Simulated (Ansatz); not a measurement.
# BaZrO3: band gap under strain

Aim: follow the gap of BaZrO3 (cubic perovskite) through these states: +2.0 % biaxial strain in x and y, free along z; +3.0 % biaxial strain in x and y, free along z; +4.0 % biaxial strain in x and y, free along z. The table at the end shows which levels were run.

Program: Ansatz 0.2.0. PAW datasets, plane waves. Spin-unpolarised throughout; all numbers are computed.

**1. The system as given**

The unstrained cell was relaxed with r2SCAN; in each strained cell the atoms were relaxed again with r2SCAN. Names of k-points are those of the unstrained zone, where strain can split equivalent points. First state: +2.0 % biaxial strain in x and y, free along z.

It is tetragonal, P4/mmm (No. 123); a = 4.289 Å, c = 4.162 Å in the conventional setting, 15.32 Å³ an atom. Near Ba stand 12 O at 2.99–3.03 Å; near Zr stand 6 O at 2.08–2.14 Å; near O stand 2 Zr at 2.08 Å and 4 Ba at 3.03 Å; near O stand 2 Zr at 2.14 Å and 4 Ba at 2.99 Å.

As a file:

```cif
data_structure
_symmetry_space_group_name_H-M 'P 1'
_symmetry_Int_Tables_number 1
_cell_length_a 4.2895
_cell_length_b 4.2895
_cell_length_c 4.1621
_cell_angle_alpha 90.000
_cell_angle_beta 90.000
_cell_angle_gamma 90.000
_cell_volume 76.58
loop_
_atom_site_label
_atom_site_type_symbol
_atom_site_fract_x
_atom_site_fract_y
_atom_site_fract_z
_atom_site_occupancy
Ba1 Ba 0.00000 0.00000 0.00000 1
Zr1 Zr 0.50000 0.50000 0.50000 1
O1 O 0.50000 0.50000 0.00000 1
O2 O 0.50000 0.00000 0.50000 1
O3 O 0.00000 0.50000 0.50000 1
```

From earlier runs on the unstrained cell: PBE 3.22 eV, r2SCAN 3.73 eV, HSE06 4.69 eV, r2SCAN+SOC 3.70 eV; a = 4.205 Å.

**2. +2.0 % biaxial strain in x and y, free along z: PBE**

The input, input.yaml:

```yaml
crystal:
  lattice:
    - [4.2894620125, 0.0, 0.0]
    - [0.0, 4.2894620125, 0.0]
    - [0.0, 0.0, 4.1620531112]
  atoms:
    - { symbol: Ba, position: [0.0, 0.0, 0.0] }
    - { symbol: Zr, position: [0.5, 0.5, 0.5] }
    - { symbol: O, position: [0.5, 0.5, 0.0] }
    - { symbol: O, position: [0.5, 0.0, 0.5] }
    - { symbol: O, position: [0.0, 0.5, 0.5] }
kpoints:
  mp_grid: { grid: [6, 6, 6] }
  band_path:
    path:
      - [0.0, 0.0, 0.0]
      - [0.0, 0.5, 0.0]
      - [0.5, 0.5, 0.0]
      - [0.5, 0.5, 0.5]
      - [0.494792, -0.5, -0.5]
    npoints: 1
hamiltonian:
  xc: pbe
scf:
  occupations: { method: fermi_dirac, width: 0.02 }
  n_extra_bands: 5
output:
  forces: true
  stress: true
  eigenvalues: true
```

Run with:

```bash
$ ansatz run input.yaml --threads 2 --pin off --max-ram 20275MiB --backend cpu --events-out ev --progress --plain --runs-dir out
```

Further steps of the session: +2.0 % biaxial strain in x and y, free along z: r2SCAN; +2.0 % biaxial strain in x and y, free along z: HSE06; +2.0 % biaxial strain in x and y, free along z: r2SCAN+SOC; +2.0 % biaxial strain in x and y, free along z: r2SCAN; +3.0 % biaxial strain in x and y, free along z: PBE; +3.0 % biaxial strain in x and y, free along z: r2SCAN; +3.0 % biaxial strain in x and y, free along z: HSE06; +3.0 % biaxial strain in x and y, free along z: r2SCAN+SOC; +3.0 % biaxial strain in x and y, free along z: r2SCAN; +4.0 % biaxial strain in x and y, free along z: PBE; +4.0 % biaxial strain in x and y, free along z: r2SCAN; +4.0 % biaxial strain in x and y, free along z: HSE06; +4.0 % biaxial strain in x and y, free along z: r2SCAN+SOC; +4.0 % biaxial strain in x and y, free along z: r2SCAN.

Before running it: what results should come out?

As calculated:

Least gap in eV (negative: overlap), with the change from the unstrained cell in brackets:

```
                                         state  volume change (%)           PBE        r2SCAN         HSE06
+2.0 % biaxial strain in x and y, free along z               +3.0  3.05 (-0.17)  3.55 (-0.18)  4.51 (-0.18)
+3.0 % biaxial strain in x and y, free along z               +4.5  2.97 (-0.25)  3.47 (-0.26)  4.43 (-0.26)
+4.0 % biaxial strain in x and y, free along z               +6.1  2.89 (-0.33)  3.39 (-0.34)  4.35 (-0.34)
```

The largest move of the HSE06 gap in the table is -0.337 eV, under +4.0 % biaxial strain in x and y, free along z. PBE and HSE06 differ by 1.47 eV on the unstrained gap, and by at most 0.02 eV on its change: PBE follows the response to strain far better than the gap itself. Spin-orbit coupling is left out of the table, though the cell holds Ba (Z = 56).
